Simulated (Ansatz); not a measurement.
Write the native input for Ansatz 0.2.0 that does the following.

```
Task                : relaxation of cell and atoms
Functional          : PBEsol
Potentials or basis : Ansatz PAW
Cutoff              : 420 eV (not typed: the program's choice for these potentials)
k mesh              : 8 × 8 × 4
Occupations         : fermi-dirac, width 0.05 eV
Spin                : no spin polarisation
```

TiTe2:

```
Te Ti
1.0
     3.77700    0.00000    0.00000
    -1.88850    3.27098    0.00000
     0.00000    0.00000    6.49800
Te Ti
2 1
Direct
  0.33333 0.66667 0.73720
  0.66667 0.33333 0.26280
  0.00000 0.00000 0.00000
```

One way to write it, as run:

input.yaml

```yaml
crystal:
  lattice:
    - [3.777, 0.0, 0.0]
    - [-1.8885, 3.2709779501, 0.0]
    - [0.0, 0.0, 6.498]
  atoms:
    - { symbol: Te, position: [0.3333333333, 0.6666666667, 0.7372] }
    - { symbol: Te, position: [0.6666666667, 0.3333333333, 0.2628] }
    - { symbol: Ti, position: [0.0, 0.0, 0.0] }
hamiltonian:
  xc: pbesol
  pseudopotentials: { kind: paw }
kpoints:
  mp_grid: { grid: [8, 8, 4] }
scf:
  occupations: { method: fermi_dirac, width: 0.05 }
output:
  forces: true
  stress: true
  write_density: true
  write_potential: true
  elf: true
  volumetric_format: npy
relax:
  f_tol: 0.01
  max_steps: 40
  cell: { stress_tol: 0.05 }
```

Potentials or basis: Ansatz PAW.

The run is started by

```bash
$ ansatz run input.yaml --threads 2 --pin off --max-ram 5632MiB --backend cpu --events-out ev --progress --plain --runs-dir out
```

Results of the run:

```
Relaxed volume                         : 25.40 Å³/atom
Relaxed cell                           : a = 3.706 Å, b = 3.706 Å, c = 6.407 Å, α = 90.00°, β = 90.00°, γ = 120.00°
Space group after relaxing (to 0.05 Å) : P-3m1 (No. 164)
Energy gained by relaxing              : 9.0 meV/atom
Ionic steps                            : 6
Pressure after relaxing                : 0.0 GPa
Largest force after relaxing           : 0.004 eV/Å
Band gap on the k mesh                 : none (metal or under the smearing width)
```

Caveat: the plane-wave basis is chosen anew once the cell has moved, so the energies of steps on either side of that aren't comparable; this functional lacks dispersion, which binds the layers, so the pressure and a relaxed spacing across them are unreliable; the PAW data sets come from PBE, with cores solved anew for the run's functional, which leaves a small shift of forces and pressure.

Wall time 6.7 s on 2 threads of AMD EPYC 9R14 (Zen 4), on a shared host, peak memory 0.48 GiB.
